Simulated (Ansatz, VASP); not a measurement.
# SnSe: VASP beside Ansatz

The input INCAR:

```
PREC = Accurate
ENCUT = 520
EDIFF = 1E-6
ISMEAR = 0
SIGMA = 0.05
LREAL = False
LASPH = True
NELM = 100
ALGO = Normal
ISIF = 2
LWAVE = False
LCHARG = False
GGA = CA
NBANDS = 17
```

The input KPOINTS:

```
Automatic mesh
0
Gamma
  10 10 10
```

File POSCAR:

```
SnSe
1.0
    0.0000000000      3.0948330053      2.8472463649
    3.0948330053      0.0000000000      2.8472463649
    3.0948330053      3.0948330053      0.0000000000
Sn Se
1 1
Direct
    0.0000000000      0.0000000000      0.0000000000
    0.5000000000      0.5000000000      0.5000000000
```

Input for Ansatz:

```yaml
crystal:
  lattice:
    - [0.0, 3.0948330053, 2.8472463649]
    - [3.0948330053, 0.0, 2.8472463649]
    - [3.0948330053, 3.0948330053, 0.0]
  atoms:
    - { symbol: Sn, position: [0.0, 0.0, 0.0] }
    - { symbol: Se, position: [0.5, 0.5, 0.5] }
basis:
  ecutwfc: 420
kpoints:
  mp_grid: { grid: [10, 10, 10] }
hamiltonian:
  xc: lda
scf:
  occupations: { method: gaussian, width: 0.05 }
output:
  forces: true
  stress: true
  eigenvalues: true
```

Alike in both runs: task single point; functional LDA; k mesh 10 × 10 × 10; occupations gaussian, width 0.05 eV; no spin polarisation.

|  | VASP | Ansatz |
| --- | --- | --- |
| version | VASP 6.6.1 | Ansatz 0.2.0 |
| potentials or method | VASP PAW LDA potentials, release 64 (Sn_d, Se) | scalar-relativistic, plane waves, PAW |
| plane-wave cutoff (eV) | 520 | 420 |
| valence electrons in the cell | 20 | 30 |

Ansatz gave:

- gap on the k mesh at the Fermi level (eV): 0.30
- least direct gap on the mesh (eV): 0.31
- pressure (GPa): -2.3
- largest component of the traceless stress (GPa): 7.10

Which values does VASP return?

gap on the k mesh at the Fermi level (eV): 0.29; least direct gap on the mesh (eV): 0.30; pressure (GPa): -2.2; largest component of the traceless stress (GPa): 7.15.

The two sets of potentials don't hold the same shells in valence.

Caveats: spin-orbit coupling is left out, which moves the levels of the heavy elements. A k mesh can miss the band edges.
